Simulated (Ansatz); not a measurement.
# W (Fm-3m) in Ansatz: settings compared

Aim: see how the results for W move with the level of theory and the settings. Levels: r2SCAN+D4, PBE. Tasks: relaxation of cell and atoms.

All numbers are computed with Ansatz 0.2.0; they aren't measurements. Logs are shortened: lines on timing, memory, paths and dates and some standing lists are left out, and cuts for length are marked.

### 1 The structure

The structure is cubic, space group Fm-3m (No. 225). Conventional cell: a = 4.060 Å, b = 4.060 Å, c = 4.060 Å, α = 90.00°, β = 90.00°, γ = 90.00°. Around W (site symmetry m-3m) lie 12 W at 2.87 Å.

This isn't the form of W at room conditions, which is bcc.

### 2 Relaxation of cell and atoms, r2SCAN+D4

Input file input.yaml:

```yaml
crystal:
  lattice:
    - [0.0, 2.03, 2.03]
    - [2.03, 0.0, 2.03]
    - [2.03, 2.03, 0.0]
  atoms:
    - { symbol: W, position: [0.0, 0.0, 0.0] }
hamiltonian:
  xc: r2scan
  pseudopotentials: { kind: paw }
  dispersion: d4
kpoints:
  mp_grid: { grid: [11, 11, 11] }
scf:
  occupations: { method: fermi_dirac, width: 0.05 }
output:
  forces: true
  stress: true
  eigenvalues: true
relax:
  f_tol: 0.01
  max_steps: 40
  cell: { stress_tol: 0.05 }
```

Potentials or basis: Ansatz PAW.

The run is started by

```sh
> ansatz run input.yaml --threads 2 --pin off --max-ram 5632MiB --backend cpu --events-out ev --progress --plain --runs-dir out
```

The program printed:

```text
Warning: RAYON_NUM_THREADS=2 ignored (pool sized by the plan → 2); use --threads N
Engine: ansatz 0.2.0, aarch64-unknown-linux-gnu
Pseudopotentials: kind: paw
Pseudopotential: W, paw, valence charge 14, recommended cutoff 500 eV (meta_gga), W.paw.azcp
Functional definition: r2SCAN
  parameter k0 = 0.174
  parameter k1 = 0.065
  parameter a1 = 4.9479
  exchange = r2scan_x(k0 = k0, k1 = k1, a1 = a1)
  correlation = r2scan_c
Crystal: 1 atoms, lattice volume = 16.731 Å³
Basis set: ecut = 500 eV, 411 PW (Γ), exchange–correlation on 96×96×96 points (64 copies of the dense FFT grid, shifted against one another)
Bands: 11, of which v1, the nominal top of the filled ones, is band 7 counted from 1 (6 counted from 0)
Symmetry: 48 space group operations
Space group: Fm-3m (ITA 225), of the structure as read, at distance tolerance 2.6e-5 Å
k-points: 56 of 1331
Non-local potential: W, projectors of the file, l = 0: 3, l = 1: 2, l = 2: 2, l = 3: 1
PAW form: soft (Blöchl's): semilocal exchange-correlation on the pseudo side does not see the compensation charge
PAW frozen core: W, regenerated for the run's functional (the file was generated under x = pbe(κ = 0.804, μ = 0.2195149727645171), c = pbe(β = 0.06672455060314922))
PAW one-centre angular grid: W, 590 points (default); XC on 160 Gauss nodes
Initial density: superposition of atomic densities (neutral atoms: chi_scale 0, normalization atom), corrected by the library's trained network
Initial wavefunctions: pseudopotential atomic-orbital guess
Functional: x = r2scan, c = r2scan; τ floored in thin density (d = 2e-4 eV/Å³)
SCF iter   1: F=—  HF=-10396.935508 eV  |F-HF|=—  |Δ(HF+E_count)|=         —  Δρ=6.05e-3  dr2=3.24e-3  dr2_τ=3.89e-2  ethr=1.77e-3  ⟨swp⟩=5.4  Hψ=3741  notcnv=0
preconditioner: auto → none  [metal: Δε(μ)=0.017 eV  Ē_g=8.768 eV  σ=0.050 eV  W_gap=0.08  n_scr=0 (ndim 8)  ℏωp=22.2 eV  f_vac=0.000  D(μ)=1.10/eV (n_scr^D=14)]
SCF iter   2: F=—  HF=-10396.945325 eV  |F-HF|=—  |Δ(HF+E_count)|=   9.82e-3  Δρ=2.77e-3  dr2=3.29e-4  dr2_τ=8.93e-5  ethr=2.31e-5  ⟨swp⟩=2.2  Hψ=1488  notcnv=0  defer=2
SCF iter   3: F=—  HF=-10396.945681 eV  |F-HF|=—  |Δ(HF+E_count)|=   3.56e-4  Δρ=1.05e-3  dr2=4.88e-5  dr2_τ=1.33e-5  ethr=2.35e-6  ⟨swp⟩=2.4  Hψ=780  notcnv=0  defer=2
SCF iter   4: F=—  HF=-10396.945730 eV  |F-HF|=—  |Δ(HF+E_count)|=   4.91e-5  Δρ=4.55e-5  dr2=1.80e-7  dr2_τ=2.41e-8  ethr=3.49e-7  ⟨swp⟩=2.6  Hψ=918  notcnv=0  defer=2
iter 5 did not close the SCF: its close was put off for the readings that it lacked (scf_convergence_deferred on its scf_iter line)
SCF iter   5: F=-10396.945731 eV  HF=-10396.945731 eV  |F-HF|=2.52e-9  |Δ(HF+E_count)|=   1.05e-7  Δρ=6.15e-6  dr2=1.72e-9  dr2_τ=1.98e-9  ethr=1.29e-9  ⟨swp⟩=2.2  Hψ=960  notcnv=0  defer=2
SCF iter   6: F=-10396.945731 eV  HF=-10396.945731 eV  |F-HF|=1.46e-11  |Δ(HF+E_count)|=   2.98e-9  Δρ=4.14e-7  dr2=2.25e-11  dr2_τ=5.34e-12  ethr=1.23e-11  ⟨swp⟩=2.1  Hψ=2053  notcnv=0
SCF 1 converged in 6 iterations: F = -10396.945731 eV  dr2 = 2.25e-11
relax step   1: F+E_penalty+E_count = -10396.94573059 eV  Δ(F+E_penalty+E_count) = +0.000e0 eV  max|allowed force component| = 0.000e0 eV/Å  Δτ_max = 0.0000 Å  P = -11.053 GPa  Ω = 16.731 Å³  (6 SCF iters, dr2 threshold 1.00e-7 eV, accepted)
Crystal: 1 atoms, lattice volume = 14.407 Å³
Basis set: ecut = 500 eV, 339 PW (Γ), exchange–correlation on 96×96×96 points (64 copies of the dense FFT grid, shifted against one another)
Initial density: handed on by an earlier stage of this run
Initial wavefunctions: those handed on with the density
iter 1 solved again at ethr=3.02e-5 eV; its pass at ethr=3.10e-3 eV (dr2=4.22e-3 eV) is discarded
SCF iter   1: F=—  HF=-10396.470449 eV  |F-HF|=—  |Δ(HF+E_count)|=         —  Δρ=6.20e-3  dr2=4.26e-3  dr2_τ=4.29e-1  ethr=3.02e-5  ⟨swp⟩=1.2  Hψ=4697  notcnv=0
preconditioner: auto → none  [metal: Δε(μ)=0.070 eV  Ē_g=10.232 eV  σ=0.050 eV  W_gap=0.34  n_scr=0 (ndim 8)  ℏωp=24.0 eV  f_vac=0.000  D(μ)=1.03/eV (n_scr^D=14)]
SCF iter   2: F=—  HF=-10396.759435 eV  |F-HF|=—  |Δ(HF+E_count)|=   2.89e-1  Δρ=3.82e-3  dr2=8.67e-4  dr2_τ=3.40e-4  ethr=3.02e-5  ⟨swp⟩=3.3  Hψ=1478  notcnv=0
SCF iter   3: F=—  HF=-10396.760604 eV  |F-HF|=—  |Δ(HF+E_count)|=   1.17e-3  Δρ=2.05e-3  dr2=2.11e-4  dr2_τ=4.84e-5  ethr=6.19e-6  ⟨swp⟩=2.1  Hψ=968  notcnv=0
SCF iter   4: F=—  HF=-10396.760889 eV  |F-HF|=—  |Δ(HF+E_count)|=   2.85e-4  Δρ=1.34e-4  dr2=1.08e-6  dr2_τ=1.79e-6  ethr=1.51e-6  ⟨swp⟩=2.1  Hψ=1001  notcnv=0
SCF iter   5: F=—  HF=-10396.760889 eV  |F-HF|=—  |Δ(HF+E_count)|=   3.51e-8  Δρ=2.45e-5  dr2=2.71e-8  dr2_τ=3.42e-9  ethr=7.14e-10  ⟨swp⟩=6.9  Hψ=3205  notcnv=0
SCF iter   6: F=-10396.760889 eV  HF=-10396.760889 eV  |F-HF|=1.64e-10  |Δ(HF+E_count)|=   1.43e-8  Δρ=2.45e-6  dr2=5.78e-10  dr2_τ=1.46e-10  ethr=1.93e-10  ⟨swp⟩=1.7  Hψ=1991  notcnv=0
SCF 2 converged in 6 iterations: F = -10396.760889 eV  dr2 = 5.78e-10
relax step   2: F+E_penalty+E_count = -10396.76088901 eV  Δ(F+E_penalty+E_count) = +1.848e-1 eV  max|allowed force component| = 0.000e0 eV/Å  Δτ_max = 0.0000 Å  P = +43.569 GPa  Ω = 14.407 Å³  energy of the carried Pulay correction = +1.362e-3 eV  (6 SCF iters, dr2 threshold 1.00e-7 eV, rejected (line search))
Crystal: 1 atoms, lattice volume = 16.202 Å³
iter 1 solved again at ethr=9.15e-6 eV; its pass at ethr=3.10e-3 eV (dr2=1.28e-3 eV) is discarded
SCF iter   1: F=—  HF=-10396.644695 eV  |F-HF|=—  |Δ(HF+E_count)|=         —  Δρ=3.72e-3  dr2=1.28e-3  dr2_τ=2.98e-1  ethr=9.15e-6  ⟨swp⟩=2.0  Hψ=4864  notcnv=0
preconditioner: auto → none  [metal: Δε(μ)=0.014 eV  Ē_g=8.970 eV  σ=0.050 eV  W_gap=0.07  n_scr=0 (ndim 8)  ℏωp=22.6 eV  f_vac=0.000  D(μ)=1.11/eV (n_scr^D=14)]
SCF iter   2: F=—  HF=-10396.967511 eV  |F-HF|=—  |Δ(HF+E_count)|=   3.23e-1  Δρ=3.44e-3  dr2=8.56e-4  dr2_τ=1.87e-4  ethr=9.14e-6  ⟨swp⟩=3.1  Hψ=1539  notcnv=0
SCF iter   3: F=—  HF=-10396.968141 eV  |F-HF|=—  |Δ(HF+E_count)|=   6.30e-4  Δρ=1.01e-3  dr2=8.44e-5  dr2_τ=3.15e-5  ethr=6.11e-6  ⟨swp⟩=2.0  Hψ=1011  notcnv=0
SCF iter   4: F=—  HF=-10396.968203 eV  |F-HF|=—  |Δ(HF+E_count)|=   6.25e-5  Δρ=3.39e-4  dr2=7.99e-6  dr2_τ=4.44e-6  ethr=6.03e-7  ⟨swp⟩=2.0  Hψ=922  notcnv=0
SCF iter   5: F=—  HF=-10396.968208 eV  |F-HF|=—  |Δ(HF+E_count)|=   5.02e-6  Δρ=6.32e-5  dr2=2.71e-7  dr2_τ=1.03e-7  ethr=5.71e-8  ⟨swp⟩=2.7  Hψ=978  notcnv=0
SCF iter   6: F=—  HF=-10396.968209 eV  |F-HF|=—  |Δ(HF+E_count)|=   7.19e-7  Δρ=2.29e-5  dr2=3.94e-8  dr2_τ=9.87e-9  ethr=1.93e-9  ⟨swp⟩=2.6  Hψ=978  notcnv=0
SCF iter   7: F=—  HF=-10396.968209 eV  |F-HF|=—  |Δ(HF+E_count)|=   1.80e-8  Δρ=1.03e-5  dr2=8.04e-9  dr2_τ=2.43e-9  ethr=2.81e-10  ⟨swp⟩=2.6  Hψ=852  notcnv=0
SCF iter   8: F=—  HF=-10396.968209 eV  |F-HF|=—  |Δ(HF+E_count)|=   3.83e-9  Δρ=2.81e-6  dr2=5.91e-10  dr2_τ=1.79e-10  ethr=5.74e-11  ⟨swp⟩=2.6  Hψ=971  notcnv=0
SCF iter   9: F=-10396.968209 eV  HF=-10396.968209 eV  |F-HF|=3.64e-12  |Δ(HF+E_count)|=  2.84e-10  Δρ=3.15e-7  dr2=7.37e-12  dr2_τ=2.16e-12  ethr=1.00e-12  ⟨swp⟩=4.7  Hψ=2909  notcnv=0
SCF 3 converged in 9 iterations: F = -10396.968209 eV  dr2 = 7.37e-12
relax step   3: F+E_penalty+E_count = -10396.96820922 eV  Δ(F+E_penalty+E_count) = -2.248e-2 eV  max|allowed force component| = 0.000e0 eV/Å  Δτ_max = 0.0000 Å  P = -2.114 GPa  Ω = 16.202 Å³  energy of the carried Pulay correction = +2.929e-4 eV  (9 SCF iters, accepted)
Crystal: 1 atoms, lattice volume = 16.082 Å³
iter 1 solved again at ethr=8.83e-8 eV; its pass at ethr=3.10e-3 eV (dr2=1.24e-5 eV) is discarded
SCF iter   1: F=—  HF=-10396.967883 eV  |F-HF|=—  |Δ(HF+E_count)|=         —  Δρ=2.45e-4  dr2=7.15e-6  dr2_τ=1.09e-3  ethr=8.83e-8  ⟨swp⟩=2.2  Hψ=4393  notcnv=0
preconditioner: auto → none  [metal: Δε(μ)=0.058 eV  Ē_g=9.156 eV  σ=0.050 eV  W_gap=0.27  n_scr=0 (ndim 8)  ℏωp=22.7 eV  f_vac=0.000  D(μ)=0.95/eV (n_scr^D=14)]
SCF iter   2: F=—  HF=-10396.969009 eV  |F-HF|=—  |Δ(HF+E_count)|=   1.13e-3  Δρ=1.91e-4  dr2=2.25e-6  dr2_τ=5.31e-7  ethr=5.11e-8  ⟨swp⟩=3.0  Hψ=1114  notcnv=0
SCF iter   3: F=—  HF=-10396.969012 eV  |F-HF|=—  |Δ(HF+E_count)|=   3.26e-6  Δρ=8.68e-5  dr2=4.36e-7  dr2_τ=8.59e-8  ethr=1.60e-8  ⟨swp⟩=2.8  Hψ=999  notcnv=0
SCF iter   4: F=-10396.969013 eV  HF=-10396.969013 eV  |F-HF|=8.84e-9  |Δ(HF+E_count)|=   6.21e-7  Δρ=1.11e-5  dr2=7.55e-9  dr2_τ=4.58e-9  ethr=7.14e-10  ⟨swp⟩=3.6  Hψ=2913  notcnv=0
SCF 4 converged in 4 iterations: F = -10396.969013 eV  dr2 = 7.55e-9
relax step   4: F+E_penalty+E_count = -10396.96901277 eV  Δ(F+E_penalty+E_count) = -8.035e-4 eV  max|allowed force component| = 0.000e0 eV/Å  Δτ_max = 0.0000 Å  P = +0.170 GPa  Ω = 16.082 Å³  energy of the carried Pulay correction = +3.608e-4 eV  (4 SCF iters, dr2 threshold 1.00e-7 eV, accepted)
Crystal: 1 atoms, lattice volume = 16.091 Å³
iter 1 solved again at ethr=5.33e-10 eV; its pass at ethr=3.10e-3 eV (dr2=7.47e-8 eV) is discarded
SCF iter   1: F=—  HF=-10396.969006 eV  |F-HF|=—  |Δ(HF+E_count)|=         —  Δρ=1.93e-5  dr2=4.79e-8  dr2_τ=5.90e-6  ethr=5.33e-10  ⟨swp⟩=2.1  Hψ=4248  notcnv=0
preconditioner: auto → none  [metal: Δε(μ)=0.058 eV  Ē_g=9.147 eV  σ=0.050 eV  W_gap=0.27  n_scr=0 (ndim 8)  ℏωp=22.7 eV  f_vac=0.000  D(μ)=0.96/eV (n_scr^D=14)]
SCF iter   2: F=-10396.969012 eV  HF=-10396.969012 eV  |F-HF|=9.96e-9  |Δ(HF+E_count)|=   6.03e-6  Δρ=9.56e-6  dr2=6.59e-9  dr2_τ=2.34e-9  ethr=3.42e-10  ⟨swp⟩=3.0  Hψ=2400  notcnv=0
SCF 5 converged in 2 iterations: F = -10396.969012 eV  dr2 = 6.59e-9
relax step   5: F+E_penalty+E_count = -10396.96901235 eV  Δ(F+E_penalty+E_count) = +4.195e-7 eV  max|allowed force component| = 0.000e0 eV/Å  Δτ_max = 0.0000 Å  P = -0.004 GPa  Ω = 16.091 Å³  energy of the carried Pulay correction = +3.557e-4 eV  (2 SCF iters, dr2 threshold 7.24e-8 eV, accepted)
Initial wavefunctions: pseudopotential atomic-orbital guess (no wavefunctions were taken with the density)
iter 1 solved again at ethr=1.74e-8 eV; its pass at ethr=3.10e-3 eV (dr2=2.44e-6 eV) is discarded
SCF iter   1: F=—  HF=-10396.968693 eV  |F-HF|=—  |Δ(HF+E_count)|=         —  Δρ=1.23e-4  dr2=2.73e-7  dr2_τ=3.21e-6  ethr=1.74e-8  ⟨swp⟩=3.5  Hψ=5374  notcnv=0
SCF iter   2: F=—  HF=-10396.968695 eV  |F-HF|=—  |Δ(HF+E_count)|=   1.48e-6  Δρ=6.13e-5  dr2=6.76e-8  dr2_τ=9.11e-8  ethr=1.95e-9  ⟨swp⟩=1.8  Hψ=865  notcnv=0
SCF iter   3: F=—  HF=-10396.968695 eV  |F-HF|=—  |Δ(HF+E_count)|=   6.53e-8  Δρ=3.32e-6  dr2=1.28e-9  dr2_τ=1.88e-10  ethr=4.83e-10  ⟨swp⟩=2.0  Hψ=956  notcnv=0
SCF iter   4: F=—  HF=-10396.968695 eV  |F-HF|=—  |Δ(HF+E_count)|=  3.27e-11  Δρ=1.63e-6  dr2=1.51e-10  dr2_τ=3.78e-11  ethr=9.11e-12  ⟨swp⟩=3.0  Hψ=1007  notcnv=0
SCF iter   5: F=-10396.968695 eV  HF=-10396.968695 eV  |F-HF|=3.64e-12  |Δ(HF+E_count)|=  1.02e-10  Δρ=2.22e-7  dr2=4.31e-12  dr2_τ=3.87e-12  ethr=1.00e-12  ⟨swp⟩=4.0  Hψ=2820  notcnv=0
SCF 6 converged in 5 iterations: F = -10396.968695 eV  dr2 = 4.31e-12
relax step   6: F+E_penalty+E_count = -10396.96869495 eV  Δ(F+E_penalty+E_count) = +3.174e-4 eV  max|allowed force component| = 0.000e0 eV/Å  Δτ_max = 0.0000 Å  P = -0.018 GPa  Ω = 16.091 Å³  stress off target by 1.77e-2 GPa  SCF on the basis re-selected at this cell (its energy is not comparable with the rows above)  (5 SCF iters)
basis re-selected at this cell: Δ(F+E_penalty+E_count) = +3.174e-4 eV, ΔP = -0.014 GPa vs the last step (what re-selecting the basis moved, of the pressure what is left beyond the Pulay correction that the steps carried, after the strain that the cell walked since its last selection, with what the two solves' SCF thresholds leave and, on support functions, any second-order correction that the steps lacked; it is no measure of the basis error at this ecutwfc). This SCF's stress stands 1.77e-2 GPa from its target on what of the cell is left free (relax.cell.stress_tol is 5.00e-2 GPa) and its largest allowed force component is 0.00e0 eV/Å (relax.f_tol is 1.00e-2 eV/Å): within both
SCF converged after 5 iterations
Free energy (F): -10396.968695 eV
Harris-Foulkes:  -10396.968695 eV  (|F-HF|=3.64e-12)
Internal energy: -10396.960592 eV  (E = F + TS)
E sigma→0 (E₀):  -10396.964644 eV
Entropy (-TS):   -0.008103 eV (-8.103 meV/atom)
Fermi energy:    21.637518 eV
--- Per-component energies (eV) ---
  E_band       = -99.663787
  E_kinetic    = 450.592527
  E_local      = -611.320154  (includes V_loc(G=0)·N_el)
  E_nonlocal   = 1.568518
  E_hartree    = 219.445822
  E_xc         = -248.798821
  E_vxc        = -259.670516  (∫ρ·V_xc dr)
  E_paw        = -8593.197886  (= ΣΔE_a)
  E_vpaw       = -133.198824  (= ΣTr[D̂ρ^β])
  E_aug_tail   = -0.000046  (compensation charges beyond the density's cutoff)
  E_vtau       = 13.473021  (kinetic-family band-sum trace: ∫τ·v_τ [+ j·A + Jᵃ·Aᵃ] dr)
  E_ewald      = -1614.446270
  E_disp       = -0.216334  (pairwise vdW)
  E_core_change = -0.587949  (= ΣΔE_core)
  E_smearing   = -0.008103  (= −TS)
  E_closure    = -0.000000  (closes the sum)
  Σ components = -10396.968695   (vs F -10396.968695, Δ=0.00e0)
--- Forces (eV/Å), atoms counted from 1 ---
  atom   1  W     -0.00000000     0.00000000     0.00000000
  max |Σ_I F_I| component: 2.47e-32 eV/Å
--- Stress (GPa, compression-positive) ---
       -0.017690      -0.000000      -0.000000
       -0.000000      -0.017690      -0.000000
       -0.000000      -0.000000      -0.017690
  P = ⅓ Tr σ = -0.0177 GPa (-0.177 kbar)
--- Band table (eV; the first three rows and the last of 56) ---
  k-point 0: bands = ["-53.8580", "-16.8136", "-16.8136", "-16.8136", "12.0540", "21.0101", "21.0101", "21.0101", "24.4825", "24.4825", "34.9205"]
  k-point 1: bands = ["-53.8478", "-16.9247", "-16.8276", "-16.8276", "12.4386", "20.7154", "21.1844", "21.1844", "24.3276", "24.3276", "35.6745"]
  k-point 2: bands = ["-53.8205", "-17.2156", "-16.8649", "-16.8649", "13.4706", "20.1337", "21.5021", "21.5021", "24.1881", "24.1881", "36.4790"]
  k-point 55: bands = ["-53.6876", "-17.7099", "-17.6394", "-17.2720", "17.6452", "18.8834", "19.8735", "23.2792", "27.4178", "31.5373", "33.0477"]
--- Relaxed structure (5 steps of the walk, 4 accepted, 1 SCFs on fresh bases) ---
  F+E_penalty+E_count = -10396.96869495 eV   max|allowed force component| = 0.000e0 eV/Å   (the final SCF, on the basis selected at the relaxed cell)
  cell:  # Å, volume = 16.0909 Å³
    - [-4.458450528783642e-35, 2.0037824078482624, 2.0037824078482624]
    - [2.0037824078482624, -2.643224242064588e-34, 2.0037824078482624]
    - [2.0037824078482624, 2.0037824078482624, 2.2292252643918218e-35]
  atoms:
    - { symbol: W, position: [0.0, 0.0, 0.0] }
```

Run time: 6.7 s. Hardware: 2 threads of Arm Neoverse V2, shared host; peak memory 0.34 GiB.

Results:

```yaml
Free_energy: -10396.9687 eV
Relaxed_volume: 16.09 Å³/atom
Relaxed_cell: a = 2.834 Å, b = 2.834 Å, c = 2.834 Å, α = 60.00°, β = 60.00°, γ = 60.00°
Space_group_after_relaxing_to_0.05_Å: Fm-3m (No. 225)
Energy_gained_by_relaxing: 23.0 meV/atom
Ionic_steps: 5
Pressure_after_relaxing: 0.0 GPa
Band_gap_on_the_k_mesh: none (metal or under the smearing width)
```

Step by step:
| step | energy change (eV) | largest force (eV/Å) | volume (Å³) |
| --- | --- | --- | --- |
| 1 | 0.0000 | 0.0000 | 16.73 |
| 2 | -0.0225 | 0.0000 | 16.20 |
| 3 | -0.0233 | 0.0000 | 16.08 |
| 4 | -0.0233 | 0.0000 | 16.09 |
| 5 | -0.0230 | 0.0000 | 16.09 |

Final structure:
```cif
data_structure
_symmetry_space_group_name_H-M 'P 1'
_symmetry_Int_Tables_number 1
_cell_length_a 2.8338
_cell_length_b 2.8338
_cell_length_c 2.8338
_cell_angle_alpha 60.000
_cell_angle_beta 60.000
_cell_angle_gamma 60.000
_cell_volume 16.09
loop_
_atom_site_label
_atom_site_type_symbol
_atom_site_fract_x
_atom_site_fract_y
_atom_site_fract_z
_atom_site_occupancy
W1 W 0.00000 0.00000 0.00000 1
```

Caveat: the plane-wave basis is chosen anew once the cell has moved, so the energies of steps on either side of that aren't comparable; pairwise dispersion overbinds metals, which lowers pressure and volume; the PAW data sets come from PBE, with cores solved anew for the run's functional, which leaves a small shift of forces and pressure.

### 3 Relaxation of cell and atoms, PBE

input.yaml: that of step 2 with these lines changed.

```diff
@@ -8,7 +8,6 @@
 hamiltonian:
-  xc: r2scan
+  xc: pbe
   pseudopotentials: { kind: paw }
-  dispersion: d4
 kpoints:
-  mp_grid: { grid: [11, 11, 11] }
+  mp_grid: { grid: [8, 8, 8] }
 scf:
```

Potentials or basis: Ansatz PAW.

The run is started by

```sh
> ansatz run input.yaml --threads 2 --pin off --max-ram 5632MiB --backend cpu --events-out ev --progress --plain --runs-dir out
```

Wall time 1.3 s (2 threads of Arm Neoverse V2, shared host); peak memory 0.26 GiB.

It converged, with:

- Free energy: -10384.3568 eV
- Relaxed volume: 16.47 Å³/atom
- Relaxed cell: a = 2.856 Å, b = 2.856 Å, c = 2.856 Å, α = 60.00°, β = 60.00°, γ = 60.00°
- Space group after relaxing (to 0.05 Å): Fm-3m (No. 225)
- Energy gained by relaxing: 3.5 meV/atom
- Ionic steps: 4
- Pressure after relaxing: 0.0 GPa
- Band gap on the k mesh: none (metal or under the smearing width)

The path:
```csv
step,energy change (eV),largest force (eV/Å),volume (Å³)
1,0.0000,0.0000,16.73
2,-0.0036,0.0000,16.49
3,-0.0036,0.0000,16.47
4,-0.0035,0.0000,16.47
```

Final structure:
```
CELL_PARAMETERS angstrom
0.00000 2.01959 2.01959
2.01959 0.00000 2.01959
2.01959 2.01959 0.00000
ATOMIC_POSITIONS crystal
W 0.00000 0.00000 0.00000
```

Levels at points of the mesh, in eV from the Fermi level:
| k point | band 3 | band 4 | band 5 | band 6 | band 7 | band 8 | band 9 | band 10 | band 11 |
| --- | --- | --- | --- | --- | --- | --- | --- | --- | --- |
| (0.00, 0.00, 0.00) | -37.22 | -37.22 | -8.89 | -0.50 | -0.50 | -0.50 | 2.61 | 2.61 | 12.85 |
| (0.00, 0.00, -0.50) | -37.38 | -37.38 | -5.51 | -0.72 | -0.72 | 0.71 | 5.07 | 5.07 | 10.29 |
| (0.00, -0.50, -0.50) | -37.63 | -37.63 | -5.39 | -4.43 | 3.11 | 5.04 | 5.80 | 5.80 | 11.76 |

Caveat: the plane-wave basis is chosen anew once the cell has moved, so the energies of steps on either side of that aren't comparable. The run has no spin-orbit coupling, so splittings on W are missing.
